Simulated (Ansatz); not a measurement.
SiO2: Electric field gradients

The cell is a structure deposited in the COD, taken as it stands.

```
CELL_PARAMETERS angstrom
4.90800 0.00000 0.00000
0.00000 4.90800 0.00000
0.00000 0.00000 6.78400
ATOMIC_POSITIONS crystal
Si 0.30830 0.30830 0.00000
Si 0.19170 0.80830 0.25000
Si 0.69170 0.69170 0.50000
Si 0.80830 0.19170 0.75000
O 0.23870 0.11610 0.18650
O 0.38390 0.73870 0.43650
O 0.76130 0.88390 0.68650
O 0.61610 0.26130 0.93650
O 0.73870 0.38390 0.56350
O 0.88390 0.76130 0.31350
O 0.26130 0.61610 0.06350
O 0.11610 0.23870 0.81350
```

Atom numbers follow the list; atoms alike are taken as one site, whose name carries the number of the first.

Level of theory: DFT, PBE, plane waves and PAW, scalar-relativistic, 420 eV cutoff, Γ-centred 5×5×4 k-points, Fermi–Dirac smearing 0.02 eV (Ansatz 0.2.0).

Conventions: |V_zz| ≥ |V_yy| ≥ |V_xx|, η = (V_xx − V_yy)/V_zz, C_Q = eQV_zz/h. Directions are in the Cartesian axes of the cell vectors above, for the atom listed; none is given where the gradient is under 0.02 or η is above 0.95.

Problem. Give the quadrupolar parameters of the distinct sites.

Solution. 

```json
{"site": "Si", "first atom": "1", "first shell": "4 O at 1.59–1.61 Å", "V_zz (10²¹ V/m²)": "-1.16", "η": "0.72", "direction of V_zz (x, y, z)": "0.64 -0.64 -0.42"}
{"site": "O", "first atom": "5", "first shell": "2 Si at 1.59–1.61 Å, angle 143°", "V_zz (10²¹ V/m²)": "8.76", "η": "0.20", "direction of V_zz (x, y, z)": "0.19 0.80 -0.57"}
```

At O V_zz runs parallel to the line that joins its two neighbours (within 1°).

The calculated pressure of 10 GPa (PBE) comes largely from the unrelaxed atoms: it is 2.2 GPa once they are relaxed in the same cell. The largest force is 0.9 eV/Å, so the atoms aren't at the calculated equilibrium and relaxing them would move these values. The cell is 5 % smaller than that of α-cristobalite at ambient conditions, so the entry probably stands for a crystal under pressure.
